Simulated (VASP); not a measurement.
# GaAs (F-43m) in VASP: notebook, part 2 of 2

VASP 6.6.1. The steps go on from the part before.

## 4. Single point, LDA

INCAR reads:

```
PREC     = Accurate       # precision mode
ENCUT    = 520            # plane-wave cutoff, eV
EDIFF    = 1E-6           # SCF threshold, eV
ISMEAR   = -1             # smearing method
SIGMA    = 0.02           # smearing width, eV
LREAL    = False          # projectors in reciprocal space
LASPH    = True           # aspherical terms in the spheres
NELM     = 100            # most SCF steps
ALGO     = Normal         # electronic algorithm
ISIF     = 2              # what is computed and relaxed
LWAVE    = False          # write WAVECAR
LCHARG   = True           # write CHGCAR
LVHAR    = True         
NBANDS   = 16             # bands
KPAR     = 4
```

KPOINTS reads:

```
regular mesh
0
Gamma
  7 7 7
```

POSCAR reads:

```
GaAs
1.0
    0.0000000000      2.8268500000      2.8268500000
    2.8268500000      0.0000000000      2.8268500000
    2.8268500000      2.8268500000      0.0000000000
Ga As
1 1
Direct
    0.0000000000      0.0000000000      0.0000000000
    0.2500000000      0.2500000000      0.2500000000
```

Potentials or basis: VASP PAW LDA potentials, release 64 (Ga_d, As).

Run with:

```
$ cat potpaw_LDA.64/Ga_d/POTCAR potpaw_LDA.64/As/POTCAR > POTCAR
$ mpirun -np 4 vasp_std > vasp.out
```

OUTCAR:

```text
PREC = Accurate
   ENCUT = 520
   EDIFF = 1E-6
   ISMEAR = -1
   LREAL = False
   LASPH = True
   NELM = 100
   ISIF = 2

 ion  position               nearest neighbor table
   1  0.000  0.000  0.000-   2 2.45   2 2.45   2 2.45   2 2.45
   2  0.250  0.250  0.250-   1 2.45   1 2.45   1 2.45   1 2.45

  LATTYP: Found a face centered cubic cell.
 ALAT       =     5.6537000000

  Lattice vectors:

 A1 = (   0.0000000000,   2.8268500000,   2.8268500000)
[... 560 lines left out ...]
------------------------ aborting loop because EDIFF is reached ----------------------------------------

  FORCE on cell =-STRESS in cart. coord.  units (eV):
  Direction    XX          YY          ZZ          XY          YZ          ZX
  --------------------------------------------------------------------------------------
  -------------------------------------------------------------------------------------
  Total       -0.4626202     -0.4626202     -0.4626202      0.0000000      0.0000000     -0.0000000
  in kB      -16.4057806    -16.4057806    -16.4057806      0.0000000      0.0000000     -0.0000000
  external PRESSURE =     -16.4057806 kB  Pullay stress =       0.0000000 kB

 VOLUME and BASIS-vectors are now :
 -----------------------------------------------------------------------------
  energy-cutoff  :      520.00
  volume of cell :       45.18
      direct lattice vectors                 reciprocal lattice vectors
     0.000000000  2.826850000  2.826850000    -0.176875321  0.176875321  0.176875321
     2.826850000  0.000000000  2.826850000     0.176875321 -0.176875321  0.176875321
     2.826850000  2.826850000  0.000000000     0.176875321  0.176875321 -0.176875321

 POSITION                                       TOTAL-FORCE (eV/Angst)
 -----------------------------------------------------------------------------------
      0.00000      0.00000      0.00000        -0.000000      0.000000     -0.000000
      1.41342      1.41342      1.41342         0.000000     -0.000000      0.000000
 -----------------------------------------------------------------------------------
    total drift:                               -0.000000     -0.000000     -0.000000

  FREE ENERGIE OF THE ION-ELECTRON SYSTEM (eV)
  ---------------------------------------------------
  free  energy   TOTEN  =        -9.6252416759 eV

  energy  without entropy=       -9.6252406993  energy(sigma->0) =       -9.62524119
```

stdout:

```text
POSCAR found type information on POSCAR GaAs
 POSCAR found :  2 types and       2 ions
 scaLAPACK will be used
 LDA part: xc-table for (Slater(with rela. corr.)+CA(PZ))
 , standard interpolation
 POSCAR, INCAR and KPOINTS ok, starting setup
 FFT: planning ... GRIDC
 FFT: planning ... GRID_SOFT
 FFT: planning ... GRID
 WAVECAR not read
 entering main loop
```

Run time: 5.4 s. Hardware: 4 MPI ranks of Intel Xeon Platinum 8488C (Sapphire Rapids), shared host; peak memory 0.14 GiB.

Results:

- Free energy: -9.6252 eV
- Pressure: -1.6 GPa
- Band gap on the k mesh: 0.33 eV, direct

## 5. Single point, PBEsol

INCAR: that of step 4 with these lines changed.

```diff
@@ -1,3 +1,3 @@
 PREC     = Accurate       # precision mode
-ENCUT    = 520            # plane-wave cutoff, eV
+ENCUT    = 250            # plane-wave cutoff, eV
 EDIFF    = 1E-6           # SCF threshold, eV
@@ -12,2 +12,3 @@
 LCHARG   = True           # write CHGCAR
+GGA      = PS             # functional
 LVHAR    = True
```

KPOINTS is that of step 4.

POSCAR is that of step 4.

Potentials or basis: VASP PAW PBE potentials, release 64 (Ga_d, As).

Run with:

```
$ cat potpaw_PBE.64/Ga_d/POTCAR potpaw_PBE.64/As/POTCAR > POTCAR
$ mpirun -np 4 vasp_std > vasp.out
```

OUTCAR:

```text
PREC = Accurate
   ENCUT = 250
   EDIFF = 1E-6
   ISMEAR = -1
   LREAL = False
   LASPH = True
   NELM = 100
   ISIF = 2
   GGA = PS

 ion  position               nearest neighbor table
   1  0.000  0.000  0.000-   2 2.45   2 2.45   2 2.45   2 2.45
   2  0.250  0.250  0.250-   1 2.45   1 2.45   1 2.45   1 2.45

  LATTYP: Found a face centered cubic cell.
 ALAT       =     5.6537000000

  Lattice vectors:

 A1 = (   0.0000000000,   2.8268500000,   2.8268500000)
 A2 = (   2.8268500000,   0.0000000000,   2.8268500000)
 A3 = (   2.8268500000,   2.8268500000,   0.0000000000)

Analysis of symmetry for initial positions (statically):
=====================================================================
 Subroutine PRICEL returns:
 Original cell was already a primitive cell.

 Routine SETGRP: Setting up the symmetry group for a
 face centered cubic supercell.

 Subroutine GETGRP returns: Found 24 space group operations
 (whereof 24 operations were pure point group operations)
 out of a pool of 48 trial point group operations.

The static configuration has the point symmetry T_d .

Analysis of symmetry for dynamics (positions and initial velocities):
=====================================================================
 Subroutine PRICEL returns:
 Original cell was already a primitive cell.

 Routine SETGRP: Setting up the symmetry group for a
 face centered cubic supercell.

 Subroutine GETGRP returns: Found 24 space group operations
 (whereof 24 operations were pure point group operations)
 out of a pool of 48 trial point group operations.

The dynamic configuration has the point symmetry T_d .

 Subroutine INISYM returns: Found 24 space group operations
 (whereof 24 operations are pure point group operations),
 and found     1 'primitive' translations

----------------------------------------------------------------------------------------

                                     Primitive cell

  volume of cell :      45.1792

  direct lattice vectors                    reciprocal lattice vectors
     0.000000000  2.826850000  2.826850000    -0.176875321  0.176875321  0.176875321
     2.826850000  0.000000000  2.826850000     0.176875321 -0.176875321  0.176875321
     2.826850000  2.826850000  0.000000000     0.176875321  0.176875321 -0.176875321

  length of vectors
     3.997769609  3.997769609  3.997769609     0.306357042  0.306357042  0.306357042

  position of ions in fractional coordinates (direct lattice)
     0.000000000  0.000000000  0.000000000
     0.250000000  0.250000000  0.250000000

  ion indices of the primitive-cell ions
   primitive index   ion index
                 1           1
                 2           2

----------------------------------------------------------------------------------------

 KPOINTS: regular mesh

Automatic generation of k-mesh.
 Grid dimensions read from file:
 generate k-points for:    7    7    7

 Generating k-lattice:

  Cartesian coordinates                     Fractional coordinates (reciprocal lattice)
    -0.025267903  0.025267903  0.025267903     0.142857143  0.000000000  0.000000000
     0.025267903 -0.025267903  0.025267903     0.000000000  0.142857143  0.000000000
     0.025267903  0.025267903 -0.025267903     0.000000000  0.000000000  0.142857143

  Length of vectors
     0.043765292  0.043765292  0.043765292

  Shift w.r.t. Gamma in fractional coordinates (k-lattice)
     0.000000000  0.000000000  0.000000000

 Subroutine IBZKPT returns following result:
 ===========================================

 Found     20 irreducible k-points:

 Following reciprocal coordinates:
            Coordinates               Weight
  0.000000  0.000000  0.000000      1.000000
  0.142857  0.000000  0.000000      8.000000
  0.285714  0.000000  0.000000      8.000000
  0.428571  0.000000  0.000000      8.000000
  0.142857  0.142857  0.000000      6.000000
  0.285714  0.142857  0.000000     24.000000
[... 12 lines left out ...]
 -0.428571  0.428571  0.142857     24.000000
 -0.285714  0.428571  0.142857     24.000000
   k-points           NKPTS =     20   k-points in BZ     NKDIM =     20   number of bands    NBANDS=     16
   number of dos      NEDOS =    301   number of ions     NIONS =      2
   total plane-waves  NPLWV =  13824
   dimension x,y,z NGX =    24 NGY =   24 NGZ =   24
   dimension x,y,z NGXF=    48 NGYF=   48 NGZF=   48
   ions per type =               1   1
   NGX,Y,Z   is equivalent  to a cutoff of   9.98,  9.98,  9.98 a.u.
   NGXF,Y,Z  is equivalent  to a cutoff of  19.96, 19.96, 19.96 a.u.
 SYSTEM =  unknown system
   PREC   = accura    normal or accurate (medium, high low for compatibility)
   ISTART =      0    job   : 0-new  1-cont  2-samecut
   ICHARG =      2    charge: 1-file 2-atom 10-const
   ISPIN  =      1    spin polarized calculation?
   LNONCOLLINEAR =      F non collinear calculations
   LSORBIT =      F    spin-orbit coupling
   LASPH  =      T    aspherical Exc in radial PAW
   ENCUT  =  250.0 eV  18.37 Ry    4.29 a.u.   5.15  5.15  5.15*2*pi/ulx,y,z
   NELM   =    100;   NELMIN=  2; NELMDL= -5     # of ELM steps
   EDIFF  = 0.1E-05   stopping-criterion for ELM
[... 8 lines left out ...]
   TEBEG  =    0.0;   TEEND  =   0.0 temperature during run
   PSTRESS=    0.0 pullay stress
   NELECT =      18.0000    total number of electrons
   NUPDOWN=      -1.0000    fix difference up-down
   EMIN   =  10.00;   EMAX   =-10.00  energy-range for DOS
   EFERMI =   0.00;   METHOD = LEGACY
   ISMEAR =    -1;   SIGMA  =   0.02  broadening in eV -4-tet -1-fermi 0-gaus
   EFERMI_NEDOS =   21; number of points for ismear=-14 and -15
   IALGO  =     38    algorithm
   IMIX   =      4    mixing-type and parameters
     AMIX     =   0.40;   BMIX     =  1.00
     AMIX_MAG =   1.60;   BMIX_MAG =  1.00
  volume/ion in A,a.u.               =      22.59       152.44
  Fermi-wavevector in a.u.,A,eV,Ry     =   1.204628  2.276417 19.743799  1.451128
  Thomas-Fermi vector in A             =   2.340347
   LORBIT       =      0    0 simple, 1 ext, 2 COOP (PROOUT), +10 PAW based schemes
   GGA     = PS    functional components
   LHFCALC =     F    Hartree Fock is set to
   AEXX    =    0.0000 exact exchange contribution
   IVDW    =     0    specifies the selected vdW correction
   LEPSILON=     F    determine dielectric tensor
   LRPA    =     F    only Hartree local field effects (RPA)
 non-spin polarized calculation
  energy-cutoff  :      250.00
  volume of cell :       45.18
 maximum number of plane-waves:       418
 NGX is ok and might be reduce to    24
   NGX = 11   NGY = 11   NGZ = 11

 number of electron      18.0000029 magnetization

 Free energy of the ion-electron system (eV)
  ---------------------------------------------------
  ext. energy  EPLUGINS =         0.00000000
  ---------------------------------------------------
  free energy    TOTEN  =        -9.06585003 eV

  energy without entropy =       -9.06584997  energy(sigma->0) =       -9.06585000

 E-fermi :   4.0433     XC(G=0):  -9.7708

 val. band max:        3.8057046599   @ k =   0.0000   0.0000   0.0000
 cond. band min:       4.2589676913   @ k =   0.0000   0.0000   0.0000
 fundamental gap:      0.4532630314
 Fermi energy:         4.0433185193

 k-point     1 :       0.0000    0.0000    0.0000
  band No.  band energies     occupation
      1     -11.0317      2.00000
      2     -11.0317      2.00000
      3     -11.0317      2.00000
      4     -10.9558      2.00000
      5     -10.9558      2.00000
      6      -8.9454      2.00000
[... 8 lines left out ...]
     15      13.9148      0.00000
     16      13.9148      0.00000

 k-point     2 :       0.1429    0.0000    0.0000
  band No.  band energies     occupation
      1     -11.0479      2.00000
      2     -11.0247      2.00000
      3     -11.0247      2.00000
      4     -10.9530      2.00000
      5     -10.9530      2.00000
      6      -8.7074      2.00000
[... 8 lines left out ...]
     15      12.9066      0.00000
     16      12.9066      0.00000
[... 311 lines left out ...]
      5     -10.9453      2.00000
      6      -6.5801      2.00000
[... 8 lines left out ...]
     15      15.7004      0.00000
     16      17.2000      0.00000

 k-point    20 :      -0.2857    0.4286    0.1429
  band No.  band energies     occupation
      1     -11.1277      2.00000
      2     -11.0014      2.00000
      3     -10.9919      2.00000
      4     -10.9647      2.00000
      5     -10.9500      2.00000
      6      -6.4483      2.00000
[... 8 lines left out ...]
     15      15.1671      0.00000
     16      17.4431      0.00000

------------------------ aborting loop because EDIFF is reached ----------------------------------------

  FORCE on cell =-STRESS in cart. coord.  units (eV):
  Direction    XX          YY          ZZ          XY          YZ          ZX
  --------------------------------------------------------------------------------------
  -------------------------------------------------------------------------------------
  Total       -0.8006324     -0.8006324     -0.8006324      0.0000000     -0.0000000      0.0000000
  in kB      -28.3926190    -28.3926190    -28.3926190      0.0000000     -0.0000000      0.0000000
  external PRESSURE =     -28.3926190 kB  Pullay stress =       0.0000000 kB

 VOLUME and BASIS-vectors are now :
 -----------------------------------------------------------------------------
  energy-cutoff  :      250.00
  volume of cell :       45.18
      direct lattice vectors                 reciprocal lattice vectors
     0.000000000  2.826850000  2.826850000    -0.176875321  0.176875321  0.176875321
     2.826850000  0.000000000  2.826850000     0.176875321 -0.176875321  0.176875321
     2.826850000  2.826850000  0.000000000     0.176875321  0.176875321 -0.176875321

 POSITION                                       TOTAL-FORCE (eV/Angst)
 -----------------------------------------------------------------------------------
      0.00000      0.00000      0.00000         0.000000     -0.000000      0.000000
      1.41342      1.41342      1.41342        -0.000000      0.000000     -0.000000
 -----------------------------------------------------------------------------------
    total drift:                                0.000004      0.000004      0.000003

  FREE ENERGIE OF THE ION-ELECTRON SYSTEM (eV)
  ---------------------------------------------------
  free  energy   TOTEN  =        -9.0658500257 eV

  energy  without entropy=       -9.0658499659  energy(sigma->0) =       -9.06585000
```

Run time: 4 s. Hardware: 4 MPI ranks of Intel Xeon Platinum 8488C (Sapphire Rapids), shared host; peak memory 0.12 GiB.

The run converged, but a check on its numbers failed (symmetry, net force, bounds or a known fault of this set-up), so they aren't taken as properties of the crystal.

Caveat: the cutoff lies under the usual one of these potentials, so the numbers hold a large basis-set error; the PAW data sets were made with another functional, which shifts forces and pressure a little.

## 6. Overview

```csv
level,potentials or basis,k mesh,cutoff (eV),mesh quality,gap on the mesh (eV),pressure (GPa)
PBEsol,"VASP PAW PBE potentials, release 64 (Ga_d, As)",7 × 7 × 7,520,not flagged,0.45,0.3
LDA,"VASP PAW LDA potentials, release 64 (Ga_d, As)",4 × 4 × 4,300,coarse,0.31,-
LDA,"VASP PAW LDA potentials, release 64 (Ga_d, As)",7 × 7 × 7,520,not flagged,0.33,-1.6
```

Alike in all rows: task single point; no spin polarisation; cell as given; smearing fermi-dirac 0.02 eV.

Caveats: some runs use coarse meshes; the PAW data sets were made with another functional, which shifts forces and pressure a little (some runs); the cutoff is under 1.25 times the usual one of these potentials, so pressure, stress and relaxed cells hold a basis-set (Pulay) error (some runs).

Total energies depend on the potentials used, so only differences within one code and one set of settings carry meaning.

## 7. Comparison with measurements

Step 2. Against the measured gap of GaAs, 1.412 eV (direct; 300 K; “Evidence of valence band perturbations in GaAsN/GaAs(001): A combined variable-angle spectroscopic ellipsometry and modulated photoreflectance investigation”, 2008, arxiv:0805.2212), the calculated 0.45 eV is off by -0.96 eV. 3 values of this kind are on record (1.412 to 1.51 eV); this one was drawn at random among those near their median, those with a stated uncertainty first. Spin-orbit coupling on As, Ga is left out. The value is that of PBEsol, without temperature or zero-point motion. Semilocal functionals fall short of measured gaps as a rule.

Step 4. A measured gap of GaAs is 1.418 eV (direct; 300 K; “Evidence of valence band perturbations in GaAsN/GaAs(001): A combined variable-angle spectroscopic ellipsometry and modulated photoreflectance investigation”, 2008, arxiv:0805.2212); the calculated 0.33 eV misses it by -1.09 eV. So large a miss can be the level of theory's own, or it may mean another phase, state or a wrong row. 3 values of this kind are on record (1.412 to 1.51 eV); this one was drawn at random among those near their median, those with a stated uncertainty first. Spin-orbit coupling on As, Ga is left out. The value is that of LDA, without temperature or zero-point motion. Semilocal functionals fall short of measured gaps as a rule.
